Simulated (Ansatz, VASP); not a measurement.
**Two plane-wave programs on GaN**

INCAR

```
SYSTEM = GaN
PREC     = Accurate       ! precision mode
ENCUT    = 520            ! plane-wave cutoff, eV
EDIFF    = 1E-7           ! SCF threshold, eV
ISMEAR   = -1             ! smearing method
SIGMA    = 0.02           ! smearing width, eV
LREAL    = .FALSE.        ! projectors in reciprocal space
LASPH    = .TRUE.         ! aspherical terms in the spheres
NELM     = 60             ! most SCF steps
ALGO     = Normal         ! electronic algorithm
ISIF     = 2              ! what is computed and relaxed
LWAVE    = .FALSE.        ! write WAVECAR
LCHARG   = .TRUE.         ! write CHGCAR
GGA      = PE             ! functional
LELF     = .TRUE.         ! ELF
LVHAR    = .TRUE.       
NBANDS   = 16             ! bands
```

The input KPOINTS:

```
regular mesh
0
G
  10 10 10
  0 0 0
```

POSCAR

```
GaN
1.0
    0.0000000000      2.1392036575      2.1392036575
    2.1392036575      0.0000000000      2.1392036575
    2.1392036575      2.1392036575      0.0000000000
Ga N
1 1
Direct
    0.0000000000      0.0000000000      0.0000000000
    0.2500000000      0.2500000000      0.2500000000
```

Input for Ansatz:

```yaml
crystal:
  lattice:
    - [0.0, 2.1392036575, 2.1392036575]
    - [2.1392036575, 0.0, 2.1392036575]
    - [2.1392036575, 2.1392036575, 0.0]
  atoms:
    - { symbol: Ga, position: [0.0, 0.0, 0.0] }
    - { symbol: "N", position: [0.25, 0.25, 0.25] }
kpoints:
  mp_grid: { grid: [10, 10, 10] }
  band_path:
    path:
      - [0.0, 0.0, 0.0]
      - [-0.5, -0.5, 0.0]
      - [-0.375, -0.375, 0.25]
      - [-0.375, 0.0, 0.375]
      - [0.0, 0.0, 0.5]
      - [-0.5, -0.25, 0.25]
    npoints: 1
hamiltonian:
  xc: pbe
scf:
  occupations: { method: fermi_dirac, width: 0.02 }
  n_extra_bands: 4
output:
  forces: true
  stress: true
  eigenvalues: true
```

Change from the starting cell: hydrostatic strain -4.9%.

Alike in both runs: task single point; functional PBE; k mesh 10 × 10 × 10; occupations fermi-dirac, width 0.02 eV; no spin polarisation.

|  | VASP | Ansatz |
| --- | --- | --- |
| version | VASP 6.6.1 | Ansatz 0.2.0 |
| potentials or method | VASP PAW PBE potentials, release 64 (Ga_d, N) | plane waves, PAW |
| plane-wave cutoff (eV) | 520 | 420 |
| valence electrons in the cell | 18 | 18 |

VASP gave:

| Item | Value |
| --- | --- |
| gap on the k mesh at the Fermi level (eV) | 2.73 |
| pressure (GPa) | 46.9 |

Problem. Which values does Ansatz return?

Solution. gap on the k mesh at the Fermi level (eV): 2.71; pressure (GPa): 47.2.

Caveats: so large a pressure means that the cell lies far from this level's equilibrium, or that cutoff or potentials fall short (VASP).
